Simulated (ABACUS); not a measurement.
Runs of ABACUS 3.10.1 on Zn. Symmetry: Im-3m, No. 229, cubic system. The conventional cell has a = 3.138 Å, b = 3.138 Å, c = 3.138 Å, α = 90.00°, β = 90.00°, γ = 90.00°. Zn (site symmetry m-3m) is surrounded by 8 Zn at 2.72 Å. This isn't the form of Zn at room conditions, which is hcp.

```tsv
level	gap on the mesh (eV)	pressure (GPa)
PBEsol	none	(a)
SOGGA	none	-6.9
LDA	none	-10.3
PW91	none	-0.5
r2SCAN	none	-5.7
TPSS	none	(b)
```

Alike in all rows: task single point; potentials or basis SG15 ONCV 1.2 PBE, plane waves; no spin polarisation; cell as given; k mesh 12 × 12 × 12; cutoff (eV) 1143; smearing fermi-dirac 0.05 eV.

**Question.** Fill in the values left out.

**Answer.** (a) -5.6; (b) -5.4.

Caveats: the potentials were made for another functional, which shifts forces and pressure.

A gap of «none» marks a metal or a gap under the smearing width.

Runs at the PBE level aren't shown here.
